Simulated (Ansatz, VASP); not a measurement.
# LiH: VASP beside Ansatz

The input INCAR:

```
SYSTEM = LiH
  PREC = Accurate
  ENCUT = 600
  EDIFF = 1E-6
  ISMEAR = 0
  SIGMA = 0.02
  LREAL = .FALSE.
  LASPH = .TRUE.
  NELM = 60
  ALGO = Normal
  ISIF = 3
  LWAVE = .FALSE.
  LCHARG = .FALSE.
  GGA = PE
  IBRION = 2
  NSW = 100
  EDIFFG = -0.005
```

The input KPOINTS:

```
regular mesh
0
G
  10 10 10
  0 0 0
```

Contents of POSCAR:

```
LiH
1.0
    0.0000000000      2.0086193919      2.0086193919
    2.0086193919      0.0000000000      2.0086193919
    2.0086193919      2.0086193919      0.0000000000
Li H
1 1
Direct
    0.0000000000      0.0000000000      0.0000000000
    0.5000000000      0.5000000000      0.5000000000
```

Input for Ansatz:

```yaml
crystal:
  lattice:
    - [0.0, 2.0086193919, 2.0086193919]
    - [2.0086193919, 0.0, 2.0086193919]
    - [2.0086193919, 2.0086193919, 0.0]
  atoms:
    - { symbol: Li, position: [0.0, 0.0, 0.0] }
    - { symbol: H, position: [0.5, 0.5, 0.5] }
basis:
  ecutwfc: 420
kpoints:
  mp_grid: { grid: [10, 10, 10] }
hamiltonian:
  xc: pbe
scf:
  occupations: { method: gaussian, width: 0.02 }
output:
  forces: true
  stress: true
  eigenvalues: true
  write_density: true
  write_potential: true
  elf: true
  volumetric_format: npy
relax:
  adjacent_minimum: "off"
  f_tol: 0.005
  max_steps: 80
  cell: { stress_tol: 0.05 }
```

The cell is a database's computed one.

Alike in both runs: task relaxation of cell and atoms; functional PBE; k mesh 10 × 10 × 10; occupations gaussian, width 0.02 eV; no spin polarisation.

|  | VASP | Ansatz |
| --- | --- | --- |
| version | VASP 6.6.1 | Ansatz 0.2.0 |
| potentials or method | VASP PAW PBE potentials, release 64 (Li_sv, H) | scalar-relativistic, plane waves, PAW |
| plane-wave cutoff (eV) | 600 | 420 |
| valence electrons in the cell | 4 | 4 |

|  | VASP | Ansatz | Ansatz less VASP |
| --- | --- | --- | --- |
| gap on the k mesh at the Fermi level, each at its own relaxed structure (eV) | 2.97 | 2.98 | +0.011 |
| relaxed volume (Å³/atom) | 7.99 | 8.04 | +0.051 |
| relaxed cell length with the largest relative difference (Å) | 2.827 | 2.833 | +0.0060 |

Caveats: the cutoff is under 1.25 times the usual one of these potentials, so pressure, stress and relaxed cells hold a basis-set (Pulay) error (VASP). A k mesh can miss the band edges. Expect the measured gap to be larger: semilocal functionals such as PBE lack the derivative discontinuity.
